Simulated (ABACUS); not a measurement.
**LiF (Griceite) under changes of volume**

One of the cells (8.169 Å³/atom); the others are scaled copies at fixed shape and fractional positions:

```
F Li
1.0
     0.00000    2.01400    2.01400
     2.01400    0.00000    2.01400
     2.01400    2.01400    0.00000
F Li
1 1
Direct
  0.50000 0.50000 0.50000
  0.00000 0.00000 0.00000
```

```yaml
Program: ABACUS 3.10.1
Functional: PBE
Potentials_or_basis: PseudoDojo NC SR 0.4.1 PBE standard
Cutoff: 1361 eV
Density_cutoff: 5442 eV
Basis: DZP LCAO (the cutoffs set its grid)
k_mesh: 11 × 11 × 11
Occupations: fermi-dirac, width 0.05 eV
Spin: no spin polarisation
```

```tsv
volume (Å³/atom)	energy over the lowest point (meV/atom)	pressure (GPa)	gap on the mesh (eV)
7.679	16.60	7.6	9.73
7.842	9.80	5.7	9.54
8.006	4.92	3.9	9.35
8.169	1.81	2.3	9.16
8.333	?	?	?
8.496	0.00	-0.5	8.81
8.659	1.08	-1.6	8.64
```

**Question.** What does the run at 8.333 Å³/atom give?

**Answer.** Energy over the lowest point 0.17 meV/atom; pressure 0.9 GPa; gap on the mesh 8.98 eV.

Worked out: A Birch-Murnaghan fit of order 3 (a polynomial in V^(-2/3)) to the other rows has its minimum at 8.44 Å³/atom with B0 = V·E''(V) = 66 GPa and B' = 4.6. It gives 0.20 meV/atom at 8.333 Å³/atom, against the run's 0.17, and -dE/dV = 0.8 GPa, against 0.9. A straight line through the other rows of the gap, of slope -9.09 eV per unit of ln V (its deformation potential), gives 8.99 eV, against the run's 8.98.

Energies are extrapolated to zero smearing.

Caveats: the atomic orbitals were generated for these runs and aren't a published set; an odd mesh through Γ misses points on the zone boundary, where band edges often lie; the basis of atomic orbitals isn't converged, which shifts pressures, moduli and gaps.
